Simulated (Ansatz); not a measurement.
## C under changes of volume

One of the cells (31.524 Å³/atom); the others are scaled copies at fixed shape and fractional positions:

```
C
1.0
     2.45623    0.00000    0.00000
    -1.22811    2.12716    0.00000
     0.00000    0.00000   24.13396
C
4
Direct
  0.66667 0.33333 0.57048
  0.33333 0.66667 0.42952
  0.00000 0.00000 0.42953
  0.00000 0.00000 0.57047
```

* Program: Ansatz 0.2.0
* Functional: PBEsol
* Potentials or basis: Ansatz PAW
* Cutoff: 420 eV (not typed: the program's choice for these potentials)
* k mesh: 12 × 12 × 2
* Occupations: fermi-dirac, width 0.05 eV
* Spin: no spin polarisation

```csv
volume (Å³/atom),energy over the lowest point (meV/atom),largest force (eV/Å)
29.632,34.18,0.029
30.263,15.53,0.026
30.893,4.35,0.024
31.524,0.00,0.021
32.154,1.88,0.019
32.785,9.44,0.017
33.415,?,?
```

Question: What does the run at 33.415 Å³/atom give?

Answer: Energy over the lowest point 22.19 meV/atom; largest force 0.015 eV/Å.

Worked out: A Birch-Murnaghan fit of order 3 (a polynomial in V^(-2/3)) to the other rows has its minimum at 31.64 Å³/atom with B0 = V·E''(V) = 78 GPa and B' = 3.5 at fixed shape and positions, which overstates the stiffness. It gives 22.19 meV/atom at 33.415 Å³/atom, against the run's 22.19.

Energies are extrapolated to zero smearing.

Caveats: the PAW data sets come from PBE, with cores solved anew for the run's functional, which leaves a small shift of forces and pressure.
